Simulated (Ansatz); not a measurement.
BeTe — core-electron binding energies

Cell: a computed structure from the Materials Project (it need not be an observed phase), repeated to a supercell; a hole's nearest image is 8.0 Å away.

Space group F-43m (No. 216); a = 5.6629 Å.

```csv
site,Wyckoff,site symmetry,x,y,z
Be1,4a,-43m,0.0000,0.0000,0.0000
Te9,4c,-43m,0.2500,0.2500,0.2500
```

One atom of each set is listed; the run and its k-mesh use a cell of 16 atoms with edges of 8.01, 8.01, 8.01 Å.

All values are calculated (Ansatz; DFT, PBE, plane waves and PAW, scalar-relativistic, 420 eV cutoff, Γ-centred 3×3×3 k-points, fixed occupations), not measured.

Each value is a total-energy difference between the cell with one core hole and the ground state (ΔSCF), counted from the top of the valence band. The cell with the hole is spin-polarised, as the shell with the hole is left with one unpaired spin. The periodic images are corrected with the calculated ε∞ = 7.38.

(1) Give the Te 3d lines of each distinct site.

The program doubts some values: the cell is too small to check the potential alignment. Absolute PBE values can be off by an eV or more, and the 3d and 4f lines of heavy atoms by several eV. Multiplets, satellites and widths aren't calculated.

The run took 43 s of wall time (43 s of CPU time) and 0.77 GiB at its peak, on 1 thread of Arm Neoverse V2 (aarch64; 8 cores open to the job, memory cap 2.5 GiB, no GPU), a shared host with a load of 0.4 a core.

Answers

(1) 

| line | atom | first shell | E_B (eV) | j = l + ½ / j = l − ½ (eV) |
| --- | --- | --- | --- | --- |
| Te 3d | 9 | 4 Be at 2.45 Å | 572.6 | 568.4 / 578.8 |

For p, d and f shells E_B is the weighted mean of the two lines, whose splitting comes from the free atom's Dirac orbitals.
